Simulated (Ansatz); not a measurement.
# PbS (zincblende structure)

The computed numbers are results of r²SCAN, scalar-relativistic (no spin polarisation) in the plane-wave PAW code Ansatz at 500 eV, 6×6×6 k-mesh, Gaussian smearing of 0.05 eV. The datasets are Ansatz's generated set soft_2.

```yaml
crystal:
  lattice:
    - [0.00000, 3.30081, 3.30081]
    - [3.30081, 0.00000, 3.30081]
    - [3.30081, 3.30081, 0.00000]
  atoms:
    - { symbol: Pb, position: [0.00000, 0.00000, 0.00000] }
    - { symbol: S, position: [0.25000, 0.25000, 0.25000] }
```

The start was a prototype's sites filled with these elements. The Crystallography Open Database lists the compound in space groups C2/m, Fm-3m (rock salt), so this is a trial structure.

The run above is the reference. The same cell was run again with other input settings; several of them aren't fit for production, so the rows show the settings' effect and aren't properties of the material.

```tsv
keys changed	outcome	ΔE (meV/atom)	P (GPa)	gap on the mesh (eV)	cell moment (μB)	largest force component (eV/Å)	SCF iterations	rough core-seconds	new warnings
none (reference)	converged	0.0	0.0	1.07	–	0.000	–	–	–
hamiltonian.dispersion: "d3bj"; scf.occupations.width: 0.05 → null; scf.occupations.method: "gaussian" → "tetrahedron"	converged	–	-0.2	1.07	–	0.000	7	6	band table not solved further; dispersion damping borrowed; tetrahedron derivatives may miss energy slope
accuracy: "high"; hamiltonian.pseudopotentials: {"kind": "nc"}; basis.xc_grid: 4	converged	–	0.0	1.09	–	0.000	10	11	cutoff below recommended
scf.occupations.width: 0.05 → null; scf.occupations.method: "gaussian" → "tetrahedron"; kpoints.mp_grid.grid: [6, 6, 6] → [5, 5, 5]	converged	-0.3	0.0	1.24	–	0.000	7	4	band table not solved further; tetrahedron derivatives may miss energy slope
basis.xc_grid: 4	converged	0.0	0.0	1.07	–	0.000	7	6	–
scf.n_extra_bands: 1; scf.mixing.preconditioner: "none"	converged	0.0	0.0	1.07	–	0.000	6	6	–
```

These changes also left energy (to 0.1 meV/atom), pressure, gap, moment and forces as in the reference: scf.algorithm: "direct_min" | scf.occupations.width: 0.05 → 0.15; scf.occupations.method: "gaussian" → "methfessel_paxton".

ΔE is the energy with the smearing extrapolated to zero. It is left out where the change alters the Hamiltonian or the spin treatment. The varied runs start from atomic densities (corrected by the program's trained start where that serves), with the default search for lower states unless a row changes it.

What happens with these changes: kpoints.mp_grid.grid: [6, 6, 6] → [3, 3, 3]?

outcome converged, ΔE (meV/atom) -24.4, P (GPa) -0.4, gap on the mesh (eV) 1.61, largest force component (eV/Å) 0.000, SCF iterations 6, rough core-seconds 2.7.

Changing scf.algorithm only steers the path to self-consistency, so the energy stays within 0.5 meV/atom.

Other pseudopotential files need their own cutoff; where it is too low, pressure and moments show the cutoff and not the files.

The pair part of a dispersion correction pulls inward (a three-body part mostly pushes out), and in metals and ionic crystals with large ions it often overbinds.

1 further run (cut off, refused for memory, with changed atoms or starts, or in doubt) is left out.

For this crystal the k-mesh misses a band edge: under r²SCAN at the relaxed cell a band path gives a gap of 0.95 eV where the mesh alone gives 1.07 eV, so gaps on the mesh are upper bounds.

Of the reference: Semilocal functionals underestimate band gaps, commonly by a third or more. No spin–orbit coupling, a notable omission for heavy elements.
